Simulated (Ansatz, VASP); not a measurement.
# BaS: VASP beside Ansatz

```
CELL_PARAMETERS angstrom
0.00000 3.21191 3.21191
3.21191 0.00000 3.21191
3.21191 3.21191 0.00000
ATOMIC_POSITIONS crystal
Ba 0.00000 0.00000 0.00000
S 0.50000 0.50000 0.50000
```

Alike in both runs: task single point; functional HSE06; k mesh 4 × 4 × 4; no spin polarisation.

|  | VASP | Ansatz |
| --- | --- | --- |
| version | VASP 6.6.1 | Ansatz 0.2.0 |
| potentials or method | VASP PAW PBE potentials, release 64 (Ba_sv, S) | plane waves, PAW |
| plane-wave cutoff (eV) | 520 | 420 |
| occupations | gaussian, width 0.01 eV | fixed |
| valence electrons in the cell | 16 | 16 |

|  | VASP | Ansatz | Ansatz less VASP |
| --- | --- | --- | --- |
| gap on the k mesh at the Fermi level (eV) | 3.05 | 3.14 | +0.091 |
| pressure (GPa) | 0.2 | -0.3 | -0.51 |

Ansatz warned: «stress_exchange_threshold_loose».

Caveats: the k mesh is coarse (spacing up to 0.42 Å⁻¹), so the values aren't converged, least of all with exact exchange; the PAW data sets were made with another functional, which shifts forces and pressure a little (VASP); spin-orbit coupling is left out, which moves the levels of the heavy elements. A k mesh can miss the band edges.
